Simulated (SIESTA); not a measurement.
The system is ZrC.

```
Zr C
1.0
     0.00000    2.36500    2.36500
     2.36500    0.00000    2.36500
     2.36500    2.36500    0.00000
Zr C
1 1
Direct
  0.50000 0.50000 0.50000
  0.00000 0.00000 0.00000
```

Base run:

```yaml
Program: SIESTA 5.4.2
Functional: BLYP
Potentials_or_basis: PseudoDojo 0.4 standard (PBE files)
Basis: DZP (energy shift 0.003 Ry; two zetas on semicore shells)
Grid_cutoff: 800 Ry
Energy_shift: 0.003 Ry
k_mesh: 10 × 10 × 10
Occupations: fermi-dirac, width 0.05 eV
Spin: no spin polarisation
```

Its results: band gap on the k mesh none (metal or under the smearing width); pressure 6.7 GPa.

Task: The run is repeated on the same cell with these changes: functional from BLYP to PBE; potentials or basis from PseudoDojo 0.4 standard (PBE files) to SG15 1.2 (PBE files) or PseudoDojo by element. What comes out?

Result: Band gap on the k mesh none (metal or under the smearing width); pressure -1.5 GPa.

Caveats: the basis of atomic orbitals isn't converged, which shifts pressures, moduli and gaps; the potentials were made for another functional, which shifts forces and pressure (some runs).
